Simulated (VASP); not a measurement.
A run of VASP 6.6.1 is set up as follows.

INCAR

```
ALGO = Normal
EDIFF = 1E-6
EDIFFG = -0.01
ENCUT = 520
IBRION = 2
ISIF = 2
ISMEAR = 1
LASPH = T
LCHARG = F
LMIXTAU = T
LREAL = F
LWAVE = F
METAGGA = R2SCAN
NELM = 80
NSW = 40
PREC = Accurate
SIGMA = 0.1
```

Contents of KPOINTS:

```
k-points
0
Gamma
  11 11 6
```

The input POSCAR:

```
Zn
1.0
    2.6700000000      0.0000000000      0.0000000000
   -1.3350000000      2.3122878281      0.0000000000
    0.0000000000      0.0000000000      4.9660000000
Zn
2
Cartesian
    1.3242385650      0.7577020370      3.7330067580
   -0.0019264050      1.5246832850      1.2337778700
```

Potentials or basis: VASP PAW PBE potentials, release 54 (Zn).

Command:

```sh
$ cat potpaw_PBE.54/Zn/POTCAR > POTCAR
$ mpirun -np 1 vasp_std > vasp.out
```

Question: Estimate the energy gained by relaxing.

Answer: 0.0 meV/atom.

Question: What does it give for the band gap on the k mesh?

Answer: None (metal or under the smearing width).

Forces in eV/Å, atoms in the order of the input:
```
Zn   0.006 -0.003 -0.007
Zn  -0.006  0.003  0.007
```

Caveat: the PAW data sets were made with another functional, which shifts forces and pressure a little.
